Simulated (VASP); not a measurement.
# BAs (F-43m) in VASP: a series of runs

Runs on BAs. Level: PBE+D3(BJ). Tasks: relaxation of cell and atoms, relaxation of the atoms.

All numbers are computed with VASP 6.6.1; they aren't measurements. Logs are shortened: lines on timing, memory, paths and dates and some standing lists are left out, and cuts for length are marked.

**1. Starting point**

Symmetry: F-43m, No. 216, cubic system. The conventional cell has a = 4.777 Å, b = 4.777 Å, c = 4.777 Å, α = 90.00°, β = 90.00°, γ = 90.00°. B (site symmetry -43m) is surrounded by 4 As at 2.07 Å. As (site symmetry -43m) has 4 B at 2.07 Å as nearest neighbours.

**2. Relaxation of cell and atoms, PBE+D3(BJ)**

INCAR reads:

```
SYSTEM = BAs
PREC = Accurate
ENCUT = 600
EDIFF = 1E-6
ISMEAR = 0
SIGMA = 0.03
LREAL = .FALSE.
LASPH = .TRUE.
NELM = 80
ALGO = Normal
ISIF = 3
LWAVE = .FALSE.
LCHARG = .FALSE.
GGA = PE
IVDW = 12
IBRION = 2
NSW = 90
EDIFFG = -0.01
```

KPOINTS reads:

```
Automatic mesh
0
G
  10 10 10
  0 0 0
```

POSCAR reads:

```
BAs
1.0
    0.0000000000      2.3885000000      2.3885000000
    2.3885000000      0.0000000000      2.3885000000
    2.3885000000      2.3885000000      0.0000000000
B As
1 1
Direct
    0.0000000000      0.0000000000      0.0000000000
    0.2500000000      0.2500000000      0.2500000000
```

Potentials or basis: VASP PAW PBE potentials, release 64 (B, As).

Started as:

```console
cat potpaw_PBE.64/B/POTCAR potpaw_PBE.64/As/POTCAR > POTCAR
mpirun -np 1 vasp_std > vasp.out
```

OUTCAR:

```text
SYSTEM = BAs
   PREC = Accurate
   ENCUT = 600
   EDIFF = 1E-6
   ISMEAR = 0
   LREAL = .FALSE.
   LASPH = .TRUE.
   NELM = 80
   ISIF = 3
   GGA = PE
   IVDW = 12
   IBRION = 2
   NSW = 90
   EDIFFG = -0.01
 IVDW          = 12

 ion  position               nearest neighbor table
   1  0.000  0.000  0.000-   2 2.07   2 2.07   2 2.07   2 2.07
   2  0.250  0.250  0.250-   1 2.07   1 2.07   1 2.07   1 2.07

  LATTYP: Found a face centered cubic cell.
 ALAT       =     4.7770000000

  Lattice vectors:

 A1 = (   0.0000000000,   2.3885000000,   2.3885000000)
 A2 = (   2.3885000000,   0.0000000000,   2.3885000000)
 A3 = (   2.3885000000,   2.3885000000,   0.0000000000)

Analysis of symmetry for initial positions (statically):
=====================================================================
 Subroutine PRICEL returns:
 Original cell was already a primitive cell.

 Routine SETGRP: Setting up the symmetry group for a
 face centered cubic supercell.

 Subroutine GETGRP returns: Found 24 space group operations
 (whereof 24 operations were pure point group operations)
 out of a pool of 48 trial point group operations.

The static configuration has the point symmetry T_d .

Analysis of symmetry for dynamics (positions and initial velocities):
=====================================================================
 Subroutine PRICEL returns:
 Original cell was already a primitive cell.

 Routine SETGRP: Setting up the symmetry group for a
 face centered cubic supercell.

 Subroutine GETGRP returns: Found 24 space group operations
 (whereof 24 operations were pure point group operations)
 out of a pool of 48 trial point group operations.

The dynamic configuration has the point symmetry T_d .

 Subroutine INISYM returns: Found 24 space group operations
 (whereof 24 operations are pure point group operations),
 and found     1 'primitive' translations

----------------------------------------------------------------------------------------

                                     Primitive cell

  volume of cell :      27.2525

  direct lattice vectors                    reciprocal lattice vectors
     0.000000000  2.388500000  2.388500000    -0.209336404  0.209336404  0.209336404
     2.388500000  0.000000000  2.388500000     0.209336404 -0.209336404  0.209336404
     2.388500000  2.388500000  0.000000000     0.209336404  0.209336404 -0.209336404

  length of vectors
     3.377849094  3.377849094  3.377849094     0.362581287  0.362581287  0.362581287

  position of ions in fractional coordinates (direct lattice)
     0.000000000  0.000000000  0.000000000
     0.250000000  0.250000000  0.250000000

[... 68 lines left out ...]
   ISTART =      0    job   : 0-new  1-cont  2-samecut
   ICHARG =      2    charge: 1-file 2-atom 10-const
   ISPIN  =      1    spin polarized calculation?
   LNONCOLLINEAR =      F non collinear calculations
   LSORBIT =      F    spin-orbit coupling
   LASPH  =      T    aspherical Exc in radial PAW
   ENCUT  =  600.0 eV  44.10 Ry    6.64 a.u.   6.75  6.75  6.75*2*pi/ulx,y,z
   NELM   =     80;   NELMIN=  2; NELMDL= -5     # of ELM steps
   EDIFF  = 0.1E-05   stopping-criterion for ELM
   LREAL  =      F    real-space projection
   EDIFFG = -.1E-01   stopping-criterion for IOM
   NSW    =     90    number of steps for IOM
   IBRION =      2    ionic relax: 0-MD 1-quasi-New 2-CG
   NFREE  =      1    steps in history (QN), initial steepest desc. (CG)
   ISIF   =      3    stress and relaxation
   ISYM   =      2    0-nonsym 1-usesym 2-fastsym
   POTIM  = 0.5000    time-step for ionic-motion
   TEBEG  =    0.0;   TEEND  =   0.0 temperature during run
   PSTRESS=    0.0 pullay stress
   NELECT =       8.0000    total number of electrons
   NUPDOWN=      -1.0000    fix difference up-down
   EMIN   =  10.00;   EMAX   =-10.00  energy-range for DOS
   EFERMI =   0.00;   METHOD = LEGACY
   ISMEAR =     0;   SIGMA  =   0.03  broadening in eV -4-tet -1-fermi 0-gaus
   EFERMI_NEDOS =   21; number of points for ismear=-14 and -15
   IALGO  =     38    algorithm
   IMIX   =      4    mixing-type and parameters
     AMIX     =   0.40;   BMIX     =  1.00
     AMIX_MAG =   1.60;   BMIX_MAG =  1.00
  volume/ion in A,a.u.               =      13.63        91.95
  Fermi-wavevector in a.u.,A,eV,Ry     =   1.088018  2.056057 16.106360  1.183784
  Thomas-Fermi vector in A             =   2.224191
   LORBIT       =      0    0 simple, 1 ext, 2 COOP (PROOUT), +10 PAW based schemes
   GGA     = PE    functional components
   LHFCALC =     F    Hartree Fock is set to
   AEXX    =    0.0000 exact exchange contribution
   IVDW    =    12    specifies the selected vdW correction
   LEPSILON=     F    determine dielectric tensor
   LRPA    =     F    only Hartree local field effects (RPA)
 conjugate gradient relaxation of ions
 non-spin polarized calculation
 Gauss-broadening in eV      SIGMA  =   0.03
  energy-cutoff  :      600.00
  volume of cell :       27.25
 maximum number of plane-waves:       941
   NGX = 13   NGY = 13   NGZ = 13

--------------------------------------- Ionic step        1  -------------------------------------------

 number of electron       8.0000000 magnetization

 Free energy of the ion-electron system (eV)
  ---------------------------------------------------
  ext. energy  EPLUGINS =         0.00000000
  ---------------------------------------------------
  free energy    TOTEN  =       -11.40730621 eV

  energy without entropy =      -11.40730621  energy(sigma->0) =      -11.40730621

------------------------ aborting loop because EDIFF is reached ----------------------------------------

 Edisp (eV)   -0.65980

 E8    (eV) :    -0.2623
[... 71 lines left out ...]
--------------------------------------- Ionic step        3  -------------------------------------------

 number of electron       8.0000000 magnetization

 Free energy of the ion-electron system (eV)
  ---------------------------------------------------
  ext. energy  EPLUGINS =         0.00000000
  ---------------------------------------------------
  free energy    TOTEN  =       -11.40524312 eV

  energy without entropy =      -11.40524312  energy(sigma->0) =      -11.40524312

 E-fermi :   6.3119     XC(G=0): -10.5986

 val. band max:        6.1624813666   @ k =   0.0000   0.0000   0.0000
 cond. band min:       7.3348899322   @ k =   0.4000   0.4000   0.0000
 fundamental gap:      1.1724085655
 Fermi energy:         6.3119478652

 k-point     1 :       0.0000    0.0000    0.0000
  band No.  band energies     occupation
      1      -9.2687      2.00000
      2       6.1625      2.00000
      3       6.1625      2.00000
      4       6.1625      2.00000
      5       9.4432      0.00000
      6       9.4432      0.00000
      7       9.4432      0.00000
      8      10.8920      0.00000
[... 243 lines left out ...]
 k-point    24 :       0.4000    0.3000    0.0000
  band No.  band energies     occupation
      1      -6.6155      2.00000
      2      -0.3037      2.00000
      3       2.1725      2.00000
      4       2.6644      2.00000
      5       7.8572      0.00000
      6       9.5597      0.00000
      7      15.0219      0.00000
      8      15.2526      0.00000

 [... further k-points ...]

------------------------ aborting loop because EDIFF is reached ----------------------------------------

 Edisp (eV)   -0.66200

 E8    (eV) :    -0.2632
[... 25 lines left out ...]
  FREE ENERGIE OF THE ION-ELECTRON SYSTEM (eV)
  ---------------------------------------------------
  free  energy   TOTEN  =       -12.0672396161 eV

  energy  without entropy=      -12.0672396161  energy(sigma->0) =      -12.06723962

 reached required accuracy - stopping structural energy minimisation
```

Run time: 10 s. Hardware: 1 thread of Intel Xeon 6975P-C (Granite Rapids), shared host; peak memory 0.17 GiB.

What came out:

```yaml
Free_energy: -12.0672 eV
Relaxed_volume: 13.58 Å³/atom
Relaxed_cell: a = 3.374 Å, b = 3.374 Å, c = 3.374 Å, α = 60.00°, β = 60.00°, γ = 60.00°
Space_group_after_relaxing_to_0.05_Å: F-43m (No. 216)
Energy_gained_by_relaxing: 0.1 meV/atom
Ionic_steps: 3
Pressure_after_relaxing: 0.0 GPa
Band_gap_on_the_k_mesh: 1.17 eV, indirect (least direct gap 3.28 eV)
Dispersion_energy_per_atom: -0.331 eV
```

The path:
| step | energy change (eV) | largest force (eV/Å) | pressure (GPa) | volume (Å³) |
| --- | --- | --- | --- | --- |
| 1 | 0.0000 | 0.0000 | -0.46 | 27.25 |
| 2 | -0.0001 | 0.0000 | 0.34 | 27.10 |
| 3 | -0.0001 | 0.0000 | 0.01 | 27.16 |

Final structure:
```
B As
1.0
     0.00000    2.38586    2.38586
     2.38586    0.00000    2.38586
     2.38586    2.38586    0.00000
B As
1 1
Cartesian
  0.0000 0.0000 0.0000
  1.1929 1.1929 1.1929
```

Levels at points of the mesh, in eV from the valence-band top:
```csv
k point,band 1,band 2,band 3,band 4,band 5,band 6,band 7,band 8
"(0.00, 0.00, 0.00)",-15.43,0.00,0.00,0.00,3.28,3.28,3.28,4.73
"(0.50, 0.00, 0.00)",-12.55,-8.81,-1.83,-1.83,2.71,4.78,4.78,8.87
"(0.50, 0.50, 0.00)",-11.22,-8.55,-4.09,-4.09,1.42,1.44,11.40,11.40
```

**3. Relaxation of cell and atoms, PBE+D3(BJ)**

This run uses another cell than the first one, of 13.58 Å³/atom, 0.997 times its volume.

Edit INCAR of step 2 so:

```diff
@@ -3,3 +3,3 @@
 ENCUT = 600
-EDIFF = 1E-6
+EDIFF = 1E-7
 ISMEAR = 0
@@ -17,2 +17,2 @@
 NSW = 90
-EDIFFG = -0.01
+EDIFFG = -0.005
```

KPOINTS is that of step 2.

POSCAR reads:

```
BAs                                     
1.0
   -0.0000000000      2.3858571871      2.3858571871
    2.3858571871      0.0000000000      2.3858571871
    2.3858571871      2.3858571871     -0.0000000000
  B               As            
     1     1
Direct
     0.0000000000000000    0.0000000000000000    0.0000000000000000
     0.2500000000000000    0.2500000000000000    0.2500000000000000
```

Potentials or basis: VASP PAW PBE potentials, release 64 (B, As).

Started as:

```console
cat potpaw_PBE.64/B/POTCAR potpaw_PBE.64/As/POTCAR > POTCAR
mpirun -np 1 vasp_std > vasp.out
```

It took 6 s on 1 thread of Intel Xeon 6975P-C (Granite Rapids), shared host; peak memory 0.17 GiB.

The run converged. Its results:

```
Free energy                : -12.0672 eV
Pressure after relaxing    : 0.0 GPa
Band gap on the k mesh     : 1.17 eV, indirect (least direct gap 3.28 eV)
Dispersion energy per atom : -0.331 eV
```

Final structure:
```
B As
1.0
     0.00000    2.38586    2.38586
     2.38586    0.00000    2.38586
     2.38586    2.38586    0.00000
B As
1 1
Direct
  0.00000 0.00000 0.00000
  0.25000 0.25000 0.25000
```

Levels at points of the mesh, in eV from the valence-band top:
```tsv
k point	band 2	band 3	band 4	band 5	band 6	band 7
(0.00, 0.00, 0.00)	0.00	0.00	0.00	3.28	3.28	3.28
(0.50, 0.00, 0.00)	-8.81	-1.83	-1.83	2.71	4.78	4.78
(0.50, 0.50, 0.00)	-8.55	-4.09	-4.09	1.42	1.44	11.40
```

Caveat: the relaxation stopped at its first step, so nothing moved.

**4. Relaxation of the atoms, PBE+D3(BJ) (a relaxed cell with its volume scaled by 0.94)**

Edit INCAR of step 3 so:

```diff
@@ -10,3 +10,3 @@
 ALGO = Normal
-ISIF = 3
+ISIF = 2
 LWAVE = .FALSE.
@@ -16,3 +16,3 @@
 IBRION = 2
-NSW = 90
-EDIFFG = -0.005
+NSW = 40
+EDIFFG = -0.01
```

KPOINTS is that of step 3.

POSCAR reads:

```
BAs                                     
1.0
    0.0000000000      2.3371525579      2.3371525579
    2.3371525579      0.0000000000      2.3371525579
    2.3371525579      2.3371525579      0.0000000000
  B               As            
     1     1
Direct
     0.0000000000000000    0.0000000000000000    0.0000000000000000
     0.2500000000000000    0.2500000000000000    0.2500000000000000
```

Potentials or basis: VASP PAW PBE potentials, release 64 (B, As).

Started as:

```console
cat potpaw_PBE.64/B/POTCAR potpaw_PBE.64/As/POTCAR > POTCAR
mpirun -np 1 vasp_std > vasp.out
```

OUTCAR:

```text
SYSTEM = BAs
   PREC = Accurate
   ENCUT = 600
   EDIFF = 1E-7
   ISMEAR = 0
   LREAL = .FALSE.
   LASPH = .TRUE.
   NELM = 80
   ISIF = 2
   GGA = PE
   IVDW = 12
   IBRION = 2
   NSW = 40
   EDIFFG = -0.01
 IVDW          = 12

 ion  position               nearest neighbor table
   1  0.000  0.000  0.000-   2 2.02   2 2.02   2 2.02   2 2.02
   2  0.250  0.250  0.250-   1 2.02   1 2.02   1 2.02   1 2.02

  LATTYP: Found a face centered cubic cell.
 ALAT       =     4.6743051158

  Lattice vectors:

 A1 = (   0.0000000000,   2.3371525579,   2.3371525579)
 A2 = (   2.3371525579,   0.0000000000,   2.3371525579)
 A3 = (   2.3371525579,   2.3371525579,   0.0000000000)

Analysis of symmetry for initial positions (statically):
=====================================================================
 Subroutine PRICEL returns:
 Original cell was already a primitive cell.

 Routine SETGRP: Setting up the symmetry group for a
 face centered cubic supercell.

 Subroutine GETGRP returns: Found 24 space group operations
 (whereof 24 operations were pure point group operations)
 out of a pool of 48 trial point group operations.

The static configuration has the point symmetry T_d .

Analysis of symmetry for dynamics (positions and initial velocities):
=====================================================================
 Subroutine PRICEL returns:
 Original cell was already a primitive cell.

 Routine SETGRP: Setting up the symmetry group for a
 face centered cubic supercell.

 Subroutine GETGRP returns: Found 24 space group operations
 (whereof 24 operations were pure point group operations)
 out of a pool of 48 trial point group operations.

The dynamic configuration has the point symmetry T_d .

 Subroutine INISYM returns: Found 24 space group operations
 (whereof 24 operations are pure point group operations),
 and found     1 'primitive' translations

----------------------------------------------------------------------------------------

[... 118 lines left out ...]
   LHFCALC =     F    Hartree Fock is set to
   AEXX    =    0.0000 exact exchange contribution
   IVDW    =    12    specifies the selected vdW correction
   LEPSILON=     F    determine dielectric tensor
   LRPA    =     F    only Hartree local field effects (RPA)
 conjugate gradient relaxation of ions
 non-spin polarized calculation
 Gauss-broadening in eV      SIGMA  =   0.03
  energy-cutoff  :      600.00
  volume of cell :       25.53
 maximum number of plane-waves:       875
 NGX is ok and might be reduce to    28
   NGX = 13   NGY = 13   NGZ = 13

 number of electron       8.0000000 magnetization

 Free energy of the ion-electron system (eV)
  ---------------------------------------------------
  ext. energy  EPLUGINS =         0.00000000
  ---------------------------------------------------
  free energy    TOTEN  =       -11.31509826 eV

  energy without entropy =      -11.31509826  energy(sigma->0) =      -11.31509826

 E-fermi :   7.0189     XC(G=0): -10.8690

 val. band max:        6.8655027375   @ k =   0.0000   0.0000   0.0000
 cond. band min:       7.9717250918   @ k =   0.4000   0.4000   0.0000
 fundamental gap:      1.1062223542
 Fermi energy:         7.0189047084

 k-point     1 :       0.0000    0.0000    0.0000
  band No.  band energies     occupation
      1      -9.1482      2.00000
      2       6.8655      2.00000
      3       6.8655      2.00000
      4       6.8655      2.00000
      5      10.2275      0.00000
      6      10.2275      0.00000
      7      10.2275      0.00000
      8      12.3967      0.00000
[... 243 lines left out ...]
 k-point    24 :       0.4000    0.3000    0.0000
  band No.  band energies     occupation
      1      -6.3235      2.00000
      2       0.2287      2.00000
      3       2.6116      2.00000
      4       3.1368      2.00000
      5       8.5254      0.00000
      6      10.2739      0.00000
      7      16.1795      0.00000
      8      16.3681      0.00000

 [... further k-points ...]

------------------------ aborting loop because EDIFF is reached ----------------------------------------

 Edisp (eV)   -0.70427

 E8    (eV) :    -0.2797

  FORCE on cell =-STRESS in cart. coord.  units (eV):
  Direction    XX          YY          ZZ          XY          YZ          ZX
  --------------------------------------------------------------------------------------
  -------------------------------------------------------------------------------------
  Total       1.56909     1.56909     1.56909     0.00000    -0.00000     0.00000
  in kB      98.46167    98.46167    98.46167     0.00000    -0.00000     0.00000
  external pressure =       98.46 kB  Pullay stress =        0.00 kB

 VOLUME and BASIS-vectors are now :
 -----------------------------------------------------------------------------
  energy-cutoff  :      600.00
  volume of cell :       25.53
      direct lattice vectors                 reciprocal lattice vectors
     0.000000000  2.337152558  2.337152558    -0.213935542  0.213935542  0.213935542
     2.337152558  0.000000000  2.337152558     0.213935542 -0.213935542  0.213935542
     2.337152558  2.337152558  0.000000000     0.213935542  0.213935542 -0.213935542

 POSITION                                       TOTAL-FORCE (eV/Angst)
 -----------------------------------------------------------------------------------
      0.00000      0.00000      0.00000        -0.000000      0.000000      0.000000
      1.16858      1.16858      1.16858         0.000000     -0.000000     -0.000000
 -----------------------------------------------------------------------------------
    total drift:                               -0.000000     -0.000000     -0.000000

  FREE ENERGIE OF THE ION-ELECTRON SYSTEM (eV)
  ---------------------------------------------------
  free  energy   TOTEN  =       -12.0193694430 eV

  energy  without entropy=      -12.0193694430  energy(sigma->0) =      -12.01936944

 reached required accuracy - stopping structural energy minimisation
```

CONTCAR:

```text
BAs
   1.00000000000000
     0.0000000000000000    2.3371525579000001    2.3371525579000001
     2.3371525579000001    0.0000000000000000    2.3371525579000001
     2.3371525579000001    2.3371525579000001    0.0000000000000000
  B               As
     1     1
Direct
     0.0000000000000000    0.0000000000000000    0.0000000000000000
     0.2500000000000000    0.2500000000000000    0.2500000000000000

  0.00000000E+00  0.00000000E+00  0.00000000E+00
  0.00000000E+00  0.00000000E+00  0.00000000E+00
```

Run time: 6.4 s. Hardware: 1 thread of Intel Xeon 6975P-C (Granite Rapids), shared host; peak memory 0.17 GiB.

What came out:

```yaml
Free_energy: -12.0194 eV
Pressure_after_relaxing: 9.8 GPa
Band_gap_on_the_k_mesh: 1.11 eV, indirect (least direct gap 3.36 eV)
Dispersion_energy_per_atom: -0.352 eV
```

Final structure:
```
B As
1.0
     0.00000    2.33715    2.33715
     2.33715    0.00000    2.33715
     2.33715    2.33715    0.00000
B As
1 1
Direct
  0.00000 0.00000 0.00000
  0.25000 0.25000 0.25000
```

Caveat: the relaxation stopped at its first step, so nothing moved. A k mesh can miss the band edges.
